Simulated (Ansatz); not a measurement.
## MgO at 7 GPa: from Born charge to LO–TO splitting and polaron coupling

The calculation used DFT LDA, scalar-relativistic, plane waves, PAW in Ansatz 0.2.0. Settings: 420 eV plane-wave cutoff, Γ-centred 10×10×10 mesh, fixed occupations. No spin polarisation. Phonons by linear response, acoustic sum rule imposed.

The cell, relaxed at 7 GPa:
```
Mg O
1.0
     0.00000    2.05371    2.05371
     2.05371    0.00000    2.05371
     2.05371    2.05371    0.00000
Mg O
1 1
Direct
  0.00000 0.00000 0.00000
  0.50000 0.50000 0.50000
```

Linear response gives ν_TO = 444.6 cm⁻¹, Born charges ±1.951 e (positive on Mg) and ε∞ = 3.145. The primitive cell holds 17.324 Å³, and the masses are 24.305 and 15.999 amu.

Q: Find ν_LO and the static dielectric constant.

A: The long-wave field adds a restoring force: ω_LO² − ω_TO² = Z*²e²/(ε_vac ε∞ μV). In these units ν_LO² − ν_TO² = 4.92064×10⁷ Z*²/(μ V ε∞) cm⁻², with μ = m₁m₂/(m₁ + m₂) = 9.648 amu: 356442 cm⁻². So ν_LO = √(444.6² + 356442) = 744.4 cm⁻¹, and the run gives 744.4. Lyddane–Sachs–Teller then gives ε0 = ε∞ (ν_LO/ν_TO)² = 8.82, against 8.81 in the run (it forms both from the same three quantities, so the match checks the arithmetic only). Between ν_TO and ν_LO the dielectric function is negative and an undamped crystal reflects fully: a reststrahlen band from 13.4 to 22.5 μm.

Q: What do the Clausius–Mossotti polarisability and the Szigeti charge come to?

A: With the Lorentz local field, α = (3V/4π)(ε∞ − 1)/(ε∞ + 2) = 1.72 Å³ for the pair, and e_S = 3Z*/(ε∞ + 2) = 1.14 e. The Born charge includes the electrons' response to the dipole's own local field, and e_S takes that enhancement out. The Lorentz field assumes point-like polarisable ions, a fair picture at this small ε∞.

Q: How strongly does a slow electron couple to the LO mode?

A: For one isotropic parabolic band, Fröhlich's constant is α_F = (1/ε∞ − 1/ε0) √(m* Ry/ħω_LO), with Ry = 13.606 eV, ħω_LO = 92.3 meV and m* in free-electron masses: α_F = 0.2045 × 12.14 × √m* = 2.48 √m*. The band mass isn't part of this run; for m* = 0.1, 0.3 and 1 it gives 0.79, 1.36, 2.48. In weak coupling the polaron lies α_F ħω_LO below the band edge (126 meV at m* = 0.3) with a mass m*(1 + α_F/6); past α_F of about 5 or 6 that expansion fails. A semilocal functional's ε∞ tends to be too large, which taken alone lowers α_F.

Cost: 1 run of about 0.06 core-minutes, on AMD EPYC 9R45 (Zen 5) (shared hosts).

The Born charge of 1.951 e lies close to the formal ionic value, as expected for a closed-shell oxide in which Mg–O hybridisation changes little as the sublattices move apart. It is a dynamical charge, however, and doesn't measure the static charge on either ion. The smaller Szigeti charge of 1.14 e suggests that short-range overlap distorts the ions as they move, opposing part of the rigid-ion dipole.

The wide LO–TO gap follows from this large charge acting in a small cell with light ions and weak electronic screening, the last a consequence of the wide band gap. The same polar mode supplies most of the static dielectric constant, so the lattice screens slow charges far more than the electrons alone do.

For conduction electrons, whose band is s-like and dispersive, this points to a large, mobile polaron of weak to intermediate coupling. The estimate doesn't carry over to holes, since the O 2p valence-band top is degenerate and heavier, and short-range distortion could favour localisation there.
